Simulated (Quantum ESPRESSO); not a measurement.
# MgO (Fm-3m) in Quantum ESPRESSO: a series of runs, part 2 of 2

Quantum ESPRESSO 7.5. The steps go on from the part before.

**4. Single point, LDA, 8.67 Å³/atom**

Contents of pw.in:

```
&CONTROL
  calculation = 'scf'
  prefix = 'pwscf'
  outdir = './tmp'
  pseudo_dir = './pseudo'
  tprnfor = .true.
  tstress = .true.
  disk_io = 'nowf'
/
&SYSTEM
  ibrav = 0
  nat = 2
  ntyp = 2
  ecutwfc = 84
  nbnd = 14
  occupations = 'smearing'
  smearing = 'fd'
  degauss = 0.00367493
/
&ELECTRONS
  conv_thr = 4d-10
  electron_maxstep = 120
  mixing_beta = 0.5
/
ATOMIC_SPECIES
Mg    24.3050 Mg.upf
O     15.9990 O.upf
CELL_PARAMETERS angstrom
   0.0000000000    2.0541934342    2.0541934342
   2.0541934342    0.0000000000    2.0541934342
   2.0541934342    2.0541934342    0.0000000000
ATOMIC_POSITIONS crystal
Mg     0.0000000000    0.0000000000    0.0000000000
O      0.5000000000    0.5000000000    0.5000000000
K_POINTS automatic
11 11 11 0 0 0
```

Potentials or basis: PseudoDojo 0.4.1 SR LDA standard.

Started as:

```sh
OMP_NUM_THREADS=1 pw.x -in pw.in > pw.out
```

pw.out:

```text
This program is part of the open-source Quantum ESPRESSO suite
     for quantum simulation of materials; please cite
[... 9 lines left out ...]
     --------------------
     sticks:   dense  smooth     PW     G-vecs:    dense   smooth      PW
     Sum         691     691    211                12051    12051    2085

     Using Slab Decomposition

     bravais-lattice index     =            0
     lattice parameter (alat)  =       5.4898  a.u.
     unit-cell volume          =     116.9905 (a.u.)^3
     number of atoms/cell      =            2
     number of atomic types    =            2
     number of electrons       =        16.00
     number of Kohn-Sham states=           14
     kinetic-energy cutoff     =      84.0000  Ry
     charge density cutoff     =     336.0000  Ry
     scf convergence threshold =      4.0E-10
     mixing beta               =       0.5000
     number of iterations used =            8  plain     mixing
     Exchange-correlation= SLA  PW   NOGX NOGC
                           (   1   4   0   0   0   0   0)

     celldm(1)=   5.489783  celldm(2)=   0.000000  celldm(3)=   0.000000
     celldm(4)=   0.000000  celldm(5)=   0.000000  celldm(6)=   0.000000

     crystal axes: (cart. coord. in units of alat)
               a(1) = (   0.000000   0.707107   0.707107 )
               a(2) = (   0.707107   0.000000   0.707107 )
               a(3) = (   0.707107   0.707107   0.000000 )

     reciprocal axes: (cart. coord. in units 2 pi/alat)
               b(1) = ( -0.707107  0.707107  0.707107 )
               b(2) = (  0.707107 -0.707107  0.707107 )
               b(3) = (  0.707107  0.707107 -0.707107 )

     PseudoPot. # 1 for Mg read from file:
     Mg.upf
     Pseudo is Norm-conserving, Zval = 10.0
     Generated using ONCVPSP code by D. R. Hamann
     Using radial grid of 1510 points,  4 beta functions with:
                l(1) =   0
                l(2) =   0
                l(3) =   1
                l(4) =   1

     PseudoPot. # 2 for O  read from file:
     O.upf
     Pseudo is Norm-conserving + core correction, Zval =  6.0
     Generated using ONCVPSP code by D. R. Hamann
     Using radial grid of  926 points,  5 beta functions with:
                l(1) =   0
                l(2) =   0
                l(3) =   1
                l(4) =   1
                l(5) =   2

     atomic species   valence    mass     pseudopotential
     Mg               10.00    24.30500     Mg( 1.00)
     O                 6.00    15.99900     O ( 1.00)

     48 Sym. Ops., with inversion, found

   Cartesian axes

     site n.     atom                  positions (alat units)
         1        Mg     tau(   1) = (   0.0000000   0.0000000   0.0000000  )
         2        O      tau(   2) = (   0.7071068   0.7071068   0.7071068  )

     number of k points=    56  Fermi-Dirac smearing, width (Ry)=  0.0037
                       cart. coord. in units 2pi/alat
        k(    1) = (   0.0000000   0.0000000   0.0000000), wk =   0.0015026
        k(    2) = (   0.0642824   0.0642824  -0.0642824), wk =   0.0120210
        k(    3) = (   0.1285649   0.1285649  -0.1285649), wk =   0.0120210
        k(    4) = (   0.1928473   0.1928473  -0.1928473), wk =   0.0120210
        k(    5) = (   0.2571297   0.2571297  -0.2571297), wk =   0.0120210
        k(    6) = (   0.3214122   0.3214122  -0.3214122), wk =   0.0120210
[... 48 lines left out ...]
        k(   55) = (  -0.0642824  -0.4499770   0.7071068), wk =   0.0360631
        k(   56) = (   0.0000000  -0.3856946   0.6428243), wk =   0.0360631

     Dense  grid:    12051 G-vectors     FFT dimensions: (  36,  36,  36)

     Initial potential from superposition of free atoms

     starting charge      15.9993, renormalised to      16.0000
     Starting wfcs are    9 randomized atomic wfcs +    5 random wfcs

     Self-consistent Calculation

     iteration #  1     ecut=    84.00 Ry     beta= 0.50
     Davidson diagonalization with overlap
     ethr =  1.00E-02,  avg # of iterations =  5.4

     total energy              =    -151.72539817 Ry
     estimated scf accuracy    <       0.36498166 Ry

     iteration #  2     ecut=    84.00 Ry     beta= 0.50
     Davidson diagonalization with overlap
     ethr =  2.28E-03,  avg # of iterations =  2.0
[... 43 lines left out ...]
     total energy              =    -151.83415202 Ry
     estimated scf accuracy    <          6.3E-10 Ry

     iteration #  9     ecut=    84.00 Ry     beta= 0.50
     Davidson diagonalization with overlap
     ethr =  3.94E-12,  avg # of iterations =  1.1

     End of self-consistent calculation

          k = 0.0000 0.0000 0.0000 (  1471 PWs)   bands (ev):

   -62.6331 -30.0453 -30.0453 -30.0453  -8.6868   8.6475   8.6475   8.6475
    14.1056  24.7651  24.7651  24.7651  28.8318  30.8248

          k = 0.0643 0.0643-0.0643 (  1477 PWs)   bands (ev):

   -62.6320 -30.0551 -30.0462 -30.0462  -8.5799   8.0857   8.5838   8.5838
    14.6196  23.6345  24.9841  24.9841  30.1957  30.1957
[... 263 lines left out ...]
   -62.6152 -30.1297 -30.1021 -30.0853  -6.7901   4.8639   6.0944   6.8713
    19.6493  20.7590  21.5539  25.7794  29.8130  33.3396

          k = 0.0000-0.3857 0.6428 (  1529 PWs)   bands (ev):

   -62.6151 -30.1193 -30.1148 -30.0845  -6.7638   5.2768   5.5038   6.8661
    20.2011  20.9509  21.4772  25.2314  30.6140  31.9897

     the Fermi energy is    11.8410 ev

!    total energy              =    -151.83415202 Ry
     estimated scf accuracy    <          2.4E-11 Ry
     smearing contrib. (-TS)   =       0.00000000 Ry
     internal energy E=F+TS    =    -151.83415202 Ry

     The total energy is F=E-TS. E is the sum of the following terms:
     one-electron contribution =     -70.73360933 Ry
     hartree contribution      =      40.02181703 Ry
     xc contribution           =     -23.96421830 Ry
     ewald contribution        =     -97.15814143 Ry

     convergence has been achieved in   9 iterations

     Forces acting on atoms (cartesian axes, Ry/au):

     atom    1 type  1   force =     0.00000000    0.00000000   -0.00000000
     atom    2 type  2   force =     0.00000000    0.00000000    0.00000000

     Total force =     0.000000     Total SCF correction =     0.000000

     Computing stress (Cartesian axis) and pressure

          total   stress  (Ry/bohr**3)                   (kbar)     P=       69.45
   0.00047209   0.00000000   0.00000000           69.45        0.00        0.00
   0.00000000   0.00047209   0.00000000            0.00       69.45        0.00
   0.00000000   0.00000000   0.00047209            0.00        0.00       69.45

=------------------------------------------------------------------------------=
   JOB DONE.
=------------------------------------------------------------------------------=
```

It took 8.3 s on 1 thread of AMD EPYC 9R45 (Zen 5), shared host; peak memory 0.05 GiB.

What came out:

* Free energy: -2065.8089 eV
* Pressure: 6.9 GPa
* Band gap on the k mesh: 5.46 eV, direct

**5. Single point, LDA, 8.85 Å³/atom**

Changes to pw.in since step 4:

```diff
@@ -28,5 +28,5 @@
 CELL_PARAMETERS angstrom
-   0.0000000000    2.0541934342    2.0541934342
-   2.0541934342    0.0000000000    2.0541934342
-   2.0541934342    2.0541934342    0.0000000000
+   0.0000000000    2.0686600618    2.0686600618
+   2.0686600618    0.0000000000    2.0686600618
+   2.0686600618    2.0686600618    0.0000000000
 ATOMIC_POSITIONS crystal
```

Started as:

```sh
OMP_NUM_THREADS=1 pw.x -in pw.in > pw.out
```

It took 8.2 s on 1 thread of AMD EPYC 9R45 (Zen 5), shared host; peak memory 0.06 GiB.

The run converged. Its results:

| Quantity | Value |
| --- | --- |
| Free energy | -2065.8203 eV |
| Pressure | 2.9 GPa |
| Band gap on the k mesh | 5.23 eV, direct |

**6. Single point, LDA, 9.04 Å³/atom**

Changes to pw.in since step 5:

```diff
@@ -28,5 +28,5 @@
 CELL_PARAMETERS angstrom
-   0.0000000000    2.0686600618    2.0686600618
-   2.0686600618    0.0000000000    2.0686600618
-   2.0686600618    2.0686600618    0.0000000000
+   0.0000000000    2.0829271338    2.0829271338
+   2.0829271338    0.0000000000    2.0829271338
+   2.0829271338    2.0829271338    0.0000000000
 ATOMIC_POSITIONS crystal
```

Potentials or basis: PseudoDojo 0.4.1 SR LDA standard.

Started as:

```sh
OMP_NUM_THREADS=1 pw.x -in pw.in > pw.out
```

It took 8.4 s on 1 thread of AMD EPYC 9R45 (Zen 5), shared host; peak memory 0.06 GiB.

The run converged. Its results:

```yaml
Free_energy: -2065.8229 eV
Pressure: -0.7 GPa
Band_gap_on_the_k_mesh: 5.02 eV, direct
```

**7. Single point, LDA, 9.22 Å³/atom**

Changes to pw.in since step 6:

```diff
@@ -28,5 +28,5 @@
 CELL_PARAMETERS angstrom
-   0.0000000000    2.0829271338    2.0829271338
-   2.0829271338    0.0000000000    2.0829271338
-   2.0829271338    2.0829271338    0.0000000000
+   0.0000000000    2.0970013927    2.0970013927
+   2.0970013927    0.0000000000    2.0970013927
+   2.0970013927    2.0970013927    0.0000000000
 ATOMIC_POSITIONS crystal
```

Started as:

```sh
OMP_NUM_THREADS=1 pw.x -in pw.in > pw.out
```

It took 8.6 s on 1 thread of AMD EPYC 9R45 (Zen 5), shared host; peak memory 0.06 GiB.

It converged, with:

```
Free energy            : -2065.8175 eV
Pressure               : -4.0 GPa
Band gap on the k mesh : 4.82 eV, direct
```

**8. Single point, LDA, 9.41 Å³/atom**

Changes to pw.in since step 7:

```diff
@@ -28,5 +28,5 @@
 CELL_PARAMETERS angstrom
-   0.0000000000    2.0970013927    2.0970013927
-   2.0970013927    0.0000000000    2.0970013927
-   2.0970013927    2.0970013927    0.0000000000
+   0.0000000000    2.1108892239    2.1108892239
+   2.1108892239    0.0000000000    2.1108892239
+   2.1108892239    2.1108892239    0.0000000000
 ATOMIC_POSITIONS crystal
```

Started as:

```sh
OMP_NUM_THREADS=1 pw.x -in pw.in > pw.out
```

Wall time 8.4 s (1 thread of AMD EPYC 9R45 (Zen 5), shared host); peak memory 0.06 GiB.

The run converged. Its results:

```
Free energy            : -2065.8049 eV
Pressure               : -7.0 GPa
Band gap on the k mesh : 4.62 eV, direct
```

**9. Single point, LDA, 9.59 Å³/atom**

Changes to pw.in since step 8:

```diff
@@ -28,5 +28,5 @@
 CELL_PARAMETERS angstrom
-   0.0000000000    2.1108892239    2.1108892239
-   2.1108892239    0.0000000000    2.1108892239
-   2.1108892239    2.1108892239    0.0000000000
+   0.0000000000    2.1245966808    2.1245966808
+   2.1245966808    0.0000000000    2.1245966808
+   2.1245966808    2.1245966808    0.0000000000
 ATOMIC_POSITIONS crystal
```

Potentials or basis: PseudoDojo 0.4.1 SR LDA standard.

Started as:

```sh
OMP_NUM_THREADS=1 pw.x -in pw.in > pw.out
```

Run time: 8.4 s. Hardware: 1 thread of AMD EPYC 9R45 (Zen 5), shared host; peak memory 0.06 GiB.

It converged, with:

* Free energy: -2065.7859 eV
* Pressure: -9.6 GPa
* Band gap on the k mesh: 4.44 eV, direct

**10. Single point, LDA, 9.77 Å³/atom**

Changes to pw.in since step 9:

```diff
@@ -28,5 +28,5 @@
 CELL_PARAMETERS angstrom
-   0.0000000000    2.1245966808    2.1245966808
-   2.1245966808    0.0000000000    2.1245966808
-   2.1245966808    2.1245966808    0.0000000000
+   0.0000000000    2.1381295086    2.1381295086
+   2.1381295086    0.0000000000    2.1381295086
+   2.1381295086    2.1381295086    0.0000000000
 ATOMIC_POSITIONS crystal
```

Started as:

```sh
OMP_NUM_THREADS=1 pw.x -in pw.in > pw.out
```

It took 8.6 s on 1 thread of AMD EPYC 9R45 (Zen 5), shared host; peak memory 0.06 GiB.

Results (log left out):

```yaml
Free_energy: -2065.7610 eV
Pressure: -12.0 GPa
Band_gap_on_the_k_mesh: 4.26 eV, direct
```

**11. Equation of state, LDA**

This step only gathers the single runs of the series.

Results:

| Property | Result |
| --- | --- |
| Equilibrium volume | 9.00 Å³/atom |
| Bulk modulus | 172 GPa |
| Pressure derivative of the bulk modulus | 4.1 |

Energy against volume, from the lowest point:
```csv
volume (Å³/atom),energy (meV/atom)
8.668,7.00
8.853,1.29
9.037,0.00
9.221,2.70
9.406,8.98
9.590,18.50
9.775,30.93
```

**12. Overview**

| task | level | potentials or basis | form of the LDA correlation | gap on the mesh (eV) | pressure (GPa) |
| --- | --- | --- | --- | --- | --- |
| band structure | LDA | PseudoDojo 0.4.1 SR LDA standard | PW92 | 4.82 | -4.0 |
| band structure | PBEsol | PseudoDojo 0.4.1 SR PBEsol standard | - | 4.79 | 2.3 |
| equation of state | LDA | PseudoDojo 0.4.1 SR LDA standard | PW92 | - | - |

Alike in all rows: no spin polarisation; cell as given; k mesh 11 × 11 × 11; cutoff (eV) 1143; smearing fermi-dirac 0.05 eV.

Absolute energies hang on the potentials; compare differences alone.

**13. Comparison with measurements**

Step 2. A measured gap of MgO is 7.83 eV (quoted in “Electronic structure of alkaline earth and post-transition metal oxides”, 2009, arxiv:0908.1581); the calculated 4.82 eV misses it by -3.01 eV. The value is that of LDA, without temperature or zero-point motion. Semilocal functionals fall short of measured gaps as a rule. The cell is a database's relaxed one, not the measured one, which moves gaps too.

Step 3. Measured gap of MgO: 7.83 eV (quoted in “Electronic structure of alkaline earth and post-transition metal oxides”, 2009, arxiv:0908.1581). This calculation gives 4.79 eV (-3.04 eV). The value is that of PBEsol, without temperature or zero-point motion. Semilocal functionals fall short of measured gaps as a rule. The cell is a database's relaxed one, not the measured one, which moves gaps too.
